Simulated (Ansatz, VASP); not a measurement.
## Sc in VASP and in Ansatz

Contents of INCAR:

```
SYSTEM = Sc
PREC     = Accurate       ! precision mode
ENCUT    = 520            ! plane-wave cutoff, eV
EDIFF    = 1E-6           ! SCF threshold, eV
ISMEAR   = 0              ! smearing method
SIGMA    = 0.15           ! smearing width, eV
LREAL    = .FALSE.        ! projectors in reciprocal space
LASPH    = .TRUE.         ! aspherical terms in the spheres
NELM     = 60             ! most SCF steps
ALGO     = Fast           ! electronic algorithm
ISIF     = 2              ! what is computed and relaxed
LWAVE    = .FALSE.        ! write WAVECAR
LCHARG   = .FALSE.        ! write CHGCAR
GGA      = CA             ! functional
NBANDS   = 12             ! bands
```

KPOINTS

```
Automatic mesh
0
G
  20 20 20
  0 0 0
```

File POSCAR:

```
Sc
1.0
    0.0000000000      2.0803690726      2.7044797944
    2.0803690726      0.0000000000      2.7044797944
    2.0803690726      2.0803690726      0.0000000000
Sc
1
Direct
    0.0000000000      0.0000000000      0.0000000000
```

Input for Ansatz:

```yaml
crystal:
  lattice:
    - [0.0, 2.0803690726, 2.7044797944]
    - [2.0803690726, 0.0, 2.7044797944]
    - [2.0803690726, 2.0803690726, 0.0]
  atoms:
    - { symbol: Sc, position: [0.0, 0.0, 0.0] }
basis:
  ecutwfc: 420
kpoints:
  mp_grid: { grid: [20, 20, 20] }
hamiltonian:
  xc: lda
scf:
  occupations: { method: gaussian, width: 0.15 }
output:
  forces: true
  stress: true
  eigenvalues: true
```

Alike in both runs: task single point; functional LDA; k mesh 20 × 20 × 20; occupations gaussian, width 0.15 eV; no spin polarisation.

|  | VASP | Ansatz |
| --- | --- | --- |
| version | VASP 6.6.1 | Ansatz 0.2.0 |
| potentials or method | VASP PAW LDA potentials, release 64 (Sc_sv) | scalar-relativistic, plane waves, PAW |
| plane-wave cutoff (eV) | 520 | 420 |
| valence electrons in the cell | 11 | 11 |

|  | VASP | Ansatz | Ansatz less VASP |
| --- | --- | --- | --- |
| gap on the k mesh at the Fermi level (eV) | none | none | - |
| pressure (GPa) | -2.5 | -2.5 | -0.05 |
| largest component of the traceless stress (GPa) | 6.80 | 6.78 | -0.018 |

A gap of «none» marks a metal or a gap that the smearing closes.
